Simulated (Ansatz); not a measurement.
# How far is this GaSb from the hull?

All numbers below come from Ansatz, DFT PBE, scalar-relativistic, plane waves, PAW. Settings: cutoff 420 eV, Γ-centred meshes spaced at most about 0.3 Å⁻¹, and about 0.25 Å⁻¹ or finer for metals (2π included), Gaussian smearing. No spin polarisation.

Energies over the elements count from the elements' standard structures at the same level, with no fitted energy shifts.

All energies are static (0 K, no zero-point motion). These runs have no spin–orbit coupling, which can matter for Sb.

The competitors are the elements and 1 reference phase of this chemical system (from databases or known types: GaSb), relaxed at the same level; other known phases may be missing.

The candidate was reached from: 4-connected net, two elements alternating.

```xyz
8
Lattice="7.4604 0.0000 0.0000 0.0000 7.4604 0.0000 0.0000 0.0000 4.2435" Properties=species:S:1:pos:R:3 pbc="T T T"
Ga    4.9799    4.9799    2.1218
Ga    1.2497    6.2107    1.0609
Ga    2.4805    2.4805    0.0000
Ga    6.2107    1.2497    3.1826
Sb    6.1698    6.1698    0.0000
Sb    2.4396    5.0208    3.1826
Sb    1.2906    1.2906    2.1218
Sb    5.0208    2.4396    1.0609
```

Question: Where does it stand against these competitors?

Answer: Not the lowest form: another structure of the same formula lies lower. Its formation energy is 0.029 eV/atom. The lowest competing phase at this composition is this:

```tsv
phase	space group	source	share of atoms	ΔE_f (eV/atom)
GaSb	F-43m (No. 216)	Materials Project	1.0000	-0.166
```

The candidate lies 195 meV/atom above this phase (196 meV/atom from unrounded values). The candidate matches no cell in the subsets of the Crystallography Open Database and the Materials Project at hand. It is metastable at best. Whether it is a true minimum wasn't tested by phonons.
